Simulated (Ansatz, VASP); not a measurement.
# InB2: VASP beside Ansatz, part 2 of 2

Aim: how closely do two programs agree when they are given the same cell, functional and k mesh? The cell is generated by rule, not measured, and may not be a known phase. The cell is taken from a series of runs on this material, whose earlier steps may have relaxed, scaled, displaced or heated it; both programs get it as it stands.

VASP 6.6.1 and Ansatz 0.2.0.

So far. Step 3 (Ansatz: single point, PBEsol, pair 1): The run ends at a pressure of 64.64 GPa, with forces up to 21 eV/Å. Step 5 (VASP: single point, PBEsol, pair 2): The run ends at a pressure of -0.36 GPa, with forces up to 0.41 eV/Å.

The structure was built from a prototype and need not be the compound's stable phase.

## Step 6: Ansatz: single point, PBEsol, pair 2

Level of this step: Ansatz beside VASP: Kohn-Sham DFT, plane waves, PBEsol (Ansatz).

The same cell, functional, mesh and smearing now go to Ansatz, which takes its cutoff from its data sets.

The cell is taken from a series of runs on this material, whose earlier steps may have relaxed, scaled, displaced or heated it; both programs get it as it stands.

File input.yaml:

```yaml
crystal:
  lattice:
    - [0.0, 3.296251107, 3.296251107]
    - [3.296251107, 0.0, 3.296251107]
    - [3.296251107, 3.296251107, 0.0]
  atoms:
    - { symbol: In, position: [0.7502442301, 0.7497557699, 0.7497557699] }
    - { symbol: In, position: [0.5002442301, 0.4997557699, 0.4997557699] }
    - { symbol: B, position: [0.1237029597, 0.6346794301, 0.1179146505] }
    - { symbol: B, position: [0.1237029597, 0.1179146505, 0.6346794301] }
    - { symbol: B, position: [0.6153205699, 0.1262970403, 0.1262970403] }
    - { symbol: B, position: [0.1320853495, 0.1262970403, 0.1262970403] }
kpoints:
  mp_grid: { grid: [12, 12, 12] }
hamiltonian:
  xc: pbesol
  pseudopotentials: { kind: nc }
scf:
  occupations: { method: methfessel_paxton, width: 0.2 }
output:
  forces: true
  stress: true
  eigenvalues: true
```

The run is started by

```
$ ansatz run input.yaml --threads 8 --pin off --max-ram 14336MiB --backend cpu --events-out ev --progress --plain --runs-dir out
```

Numbers of over 12 decimals in the logs are rounded to 6 here.

What it wrote:

```text
[...]
Crystal: 6 atoms, lattice volume = 71.629 Å³
Basis set: ecut = 1034.032677 eV, 5329 PW (Γ), exchange–correlation on 100×100×100 points (8 copies of the dense FFT grid, shifted against one another)
Bands: 25, of which v1, the nominal top of the filled ones, is band 19 counted from 1 (18 counted from 0)
Symmetry: 8 space group operations
[...]
k-point 0: bands = [... 15 lower, 9.2352, 9.2576, 9.2576, 9.5069, 11.5823, 11.5971, 13.4653, 13.4653, ... 2 higher]
  k-point 1: bands = [... 15 lower, 9.4584, 9.4976, 9.5651, 10.3508, 11.2231, 11.2415, 12.8626, 13.9637, ... 2 higher]
  k-point 2: bands = [... 15 lower, 9.7698, 9.7919, 9.9424, 10.8076, 10.8227, 11.6109, 12.3339, 14.9633, ... 2 higher]
  k-point 162: bands = [... 15 lower, 9.0529, 10.2463, 10.2463, 14.0522, 14.0522, 14.6171, 14.6171, 16.5786, ... 2 higher]
[key lines of the parts left out:]
SCF converged after 7 iterations
Free energy (F): -3917.544772 eV
Fermi energy:    12.552205 eV
P = ⅓ Tr σ = -0.0508 GPa (-0.508 kbar)
```

The run ends at a pressure of -0.05 GPa, with forces up to 0.41 eV/Å.

## Step 7: Comparison

The two programs side by side:

```csv
quantity,Ansatz,VASP,difference
pressure (GPa),-0.05,-0.36,+0.31
```

Forces (eV/Å; atoms numbered as in POSCAR):

```csv
atom,"Ansatz x, y, z","VASP x, y, z"
In1,"-0.179, 0.000, 0.000","-0.177, 0.000, 0.000"
In2,"-0.179, 0.000, 0.000","-0.177, 0.000, 0.000"
B3,"0.089, -0.283, 0.283","0.088, -0.283, 0.283"
B4,"0.089, 0.283, -0.283","0.088, 0.283, -0.283"
B5,"0.089, -0.283, -0.283","0.088, -0.283, -0.283"
B6,"0.089, 0.283, 0.283","0.088, 0.283, 0.283"
```

The forces differ by 0.8 meV/Å r.m.s., which is 0.4 % of the r.m.s. force of 0.202 eV/Å (both taken over all components).

## Step 8: Ansatz: single point, PBEsol, pair 3

With cell and atoms fixed, the geometry can't cause a difference; cores, projectors, grids and the points listed under the comparison can.

The cell is taken from a series of runs on this material, whose earlier steps may have relaxed, scaled, displaced or heated it; both programs get it as it stands.

input.yaml, the sections that differ from step 6:

```yaml
crystal:
  lattice:
    - [0.0, 3.296251107, 3.296251107]
    - [3.296251107, 0.0, 3.296251107]
    - [3.296251107, 3.296251107, 0.0]
  atoms:
    - { symbol: In, position: [0.7504884602, 0.7495115398, 0.7495115398] }
    - { symbol: In, position: [0.5004884602, 0.4995115398, 0.4995115398] }
    - { symbol: B, position: [0.1224059193, 0.6443588603, 0.110829301] }
    - { symbol: B, position: [0.1224059193, 0.110829301, 0.6443588603] }
    - { symbol: B, position: [0.6056411397, 0.1275940807, 0.1275940807] }
    - { symbol: B, position: [0.139170699, 0.1275940807, 0.1275940807] }
# kpoints, hamiltonian, scf, output: as in step 6
```

What it wrote:

```text
[...]
Crystal: 6 atoms, lattice volume = 71.629 Å³
Basis set: ecut = 1034.032677 eV, 5329 PW (Γ), exchange–correlation on 100×100×100 points (8 copies of the dense FFT grid, shifted against one another)
Bands: 25, of which v1, the nominal top of the filled ones, is band 19 counted from 1 (18 counted from 0)
Symmetry: 8 space group operations
[...]
k-point 0: bands = [... 15 lower, 9.1796, 9.2662, 9.2662, 9.5009, 11.6148, 11.6702, 13.4539, 13.4539, ... 2 higher]
  k-point 1: bands = [... 15 lower, 9.3800, 9.5031, 9.5810, 10.3308, 11.2506, 11.3175, 12.8573, 13.9580, ... 2 higher]
  k-point 2: bands = [... 15 lower, 9.7048, 9.7969, 9.9258, 10.8311, 10.8816, 11.6036, 12.3337, 14.9610, ... 2 higher]
  k-point 162: bands = [... 15 lower, 9.0529, 10.2238, 10.2238, 13.7947, 13.7947, 14.9010, 14.9010, 16.6073, ... 2 higher]
[key lines of the parts left out:]
SCF converged after 7 iterations
Free energy (F): -3917.642227 eV
Fermi energy:    12.519122 eV
P = ⅓ Tr σ = -0.1702 GPa (-1.702 kbar)
```

The run ends at a pressure of -0.17 GPa, with forces up to 0.79 eV/Å.

## Step 9: VASP: single point, PBEsol, pair 3

The same cell, functional, mesh and smearing now go to VASP, with its own data sets.

File INCAR:

```
SYSTEM = InB2
PREC = Accurate
ENCUT = 500
EDIFF = 1E-06
NELM = 120
ISMEAR = 1
SIGMA = 0.2
LREAL = .FALSE.
ALGO = Normal
GGA = PS
NBANDS = 25
LORBIT = 11
LWAVE = .FALSE.
LCHARG = .FALSE.
ISIF = 2
LASPH = .TRUE.
GGA_COMPAT = .FALSE.
KPAR = 2
```

File POSCAR:

```
InB2
1.0
    0.0000000000      3.2962511070      3.2962511070
    3.2962511070      0.0000000000      3.2962511070
    3.2962511070      3.2962511070      0.0000000000
In B
2 4
Direct
    0.7504884602      0.7495115398      0.7495115398
    0.5004884602      0.4995115398      0.4995115398
    0.1224059193      0.6443588603      0.1108293010
    0.1224059193      0.1108293010      0.6443588603
    0.6056411397      0.1275940807      0.1275940807
    0.1391706990      0.1275940807      0.1275940807
```

File KPOINTS:

```
Automatic mesh
0
Gamma
12 12 12
0 0 0
```

Potentials, in the order of the species: In_d and B (PBE family, release 64).

The run is started by

```
$ mpirun -np 2 vasp_std
```

What it wrote:

```text
[... set-up lines as in an earlier step ...]
 entering main loop
       N       E                     dE             d eps       ncg     rms          rms(c)
DAV:   1     0.287341280549E+03    0.28734E+03   -0.17862E+04  8158   0.192E+03
DAV:   2     0.728172206626E+00   -0.28661E+03   -0.28085E+03  8260   0.415E+02
DAV:   3    -0.240852523821E+02   -0.24813E+02   -0.24315E+02 10337   0.135E+02
DAV:   4    -0.248657612261E+02   -0.78051E+00   -0.77619E+00 10231   0.227E+01
[...]
DAV:  11    -0.240465582513E+02   -0.22297E-05   -0.10039E-04 13004   0.948E-02    0.160E-02
DAV:  12    -0.240465563380E+02    0.19134E-05   -0.14310E-05 10471   0.274E-02    0.122E-02
DAV:  13    -0.240465565044E+02   -0.16640E-06   -0.55823E-07  5906   0.829E-03
   1 F= -.24046557E+02 E0= -.24047199E+02  d E =0.192672E-02
```

From OUTCAR (step 9):

```text
  Total       -0.2772171     -0.1918910     -0.1918910      0.0000000      0.0000000      0.0000000
  in kB       -6.2006854     -4.2921436     -4.2921436      0.0000000      0.0000000      0.0000000
  external PRESSURE =      -4.9283242 kB  Pullay stress =       0.0000000 kB

 POSITION                                       TOTAL-FORCE (eV/Angst)
 -----------------------------------------------------------------------------------
      4.94116      4.94438      4.94438        -0.351564     -0.000000     -0.000000
      3.29303      3.29625      3.29625        -0.351564     -0.000000     -0.000000
      2.48929      0.76880      2.52745         0.175782     -0.545861      0.545861
      2.48929      2.52745      0.76880         0.175782      0.545861     -0.545861
      0.84116      2.41693      2.41693         0.175782     -0.545861     -0.545861
      0.84116      0.87932      0.87932         0.175782      0.545861      0.545861
 -----------------------------------------------------------------------------------
    total drift:                                0.000373      0.000000      0.000001

  FREE ENERGIE OF THE ION-ELECTRON SYSTEM (eV)
  ---------------------------------------------------
  free  energy   TOTEN  =       -24.0465565044 eV

  energy  without entropy=      -24.0484832221  energy(sigma->0) =      -24.04719874

[... 2 parts as in an earlier step ...]

[... 1 further part left out ...]
[key lines of the parts left out:]
E-fermi :   9.0336
```

The run ends at a pressure of -0.49 GPa, with forces up to 0.79 eV/Å.

## Step 10: Comparison

The two programs side by side:

```csv
quantity,Ansatz,VASP,difference
pressure (GPa),-0.17,-0.49,+0.32
```

Forces (eV/Å; atoms numbered as in POSCAR):

```csv
atom,"Ansatz x, y, z","VASP x, y, z"
In1,"-0.355, 0.000, 0.000","-0.352, 0.000, 0.000"
In2,"-0.355, 0.000, 0.000","-0.352, 0.000, 0.000"
B3,"0.178, -0.545, 0.545","0.176, -0.546, 0.546"
B4,"0.178, 0.545, -0.545","0.176, 0.546, -0.546"
B5,"0.178, -0.545, -0.545","0.176, -0.546, -0.546"
B6,"0.178, 0.545, 0.545","0.176, 0.546, 0.546"
```

The forces differ by 1.6 meV/Å r.m.s., which is 0.4 % of the r.m.s. force of 0.391 eV/Å (both taken over all components).

## Step 11: What came out

```
r.m.s. force difference (single point, PBEsol, pair 1) : 0.38 % of the r.m.s. force
r.m.s. force difference (single point, PBEsol, pair 2) : 0.41 % of the r.m.s. force
r.m.s. force difference (single point, PBEsol, pair 3) : 0.41 % of the r.m.s. force
```

The r.m.s. force difference is 0.41 % of the r.m.s. force (single point, PBEsol, pair 2), within the 3 % picked in this series as the mark of a large difference. 5 further pairs of this series are not shown here. Such differences can come from data sets, numerical settings and the points named under the comparisons, not from the functional's error against experiment.

[Lines on the potential files, build, host, timing and source positions are cut from VASP's logs without a mark.]

[Logs are printed without paths, hosts, clocks, repeated set-up lines and the standing remarks that a program may print on its own settings, such as how far it seeks lower states.]

[Hosts, paths, dates, database ids (printed as entryN), source tags and the programs' standing remarks are cut or masked in the printed files.]
